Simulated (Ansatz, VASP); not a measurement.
# One calculation of Si6Mo, two programs

```
Si Mo
1.0
     0.00000    4.18175    4.18175
     4.18175    0.00000    4.18175
     4.18175    4.18175    0.00000
Si Mo
6 1
Direct
  0.79160 0.20840 0.20840
  0.20840 0.79160 0.79160
  0.20840 0.79160 0.20840
  0.79160 0.20840 0.79160
  0.20840 0.20840 0.79160
  0.79160 0.79160 0.20840
  0.50000 0.50000 0.50000
```

Alike in both runs: functional PBE; k mesh 8 × 8 × 8; occupations gaussian, width 0.1 eV; no spin polarisation.

Ansatz relaxed the structure, and its values are those at the end. VASP's run is a single point on that final structure, the one shown.

|  | VASP | Ansatz |
| --- | --- | --- |
| version | VASP 6.6.1 | Ansatz 0.2.0 |
| potentials or method | VASP PAW PBE potentials, release 64 (Si, Mo_sv) | scalar-relativistic, plane waves, PAW |
| plane-wave cutoff (eV) | 520 | 420 |
| valence electrons in the cell | 38 | 38 |

Ansatz gave:

```
gap on the k mesh at the Fermi level (eV) : none
pressure (GPa)                            : 0.0
rms of the force components (eV/Å)        : 0.002
```

Task: What did VASP give for the same quantities?

Result: gap on the k mesh at the Fermi level (eV): none; pressure (GPa): -0.1; rms of the force components (eV/Å): 0.019.

A gap of «none» marks a metal or a gap that the smearing closes.
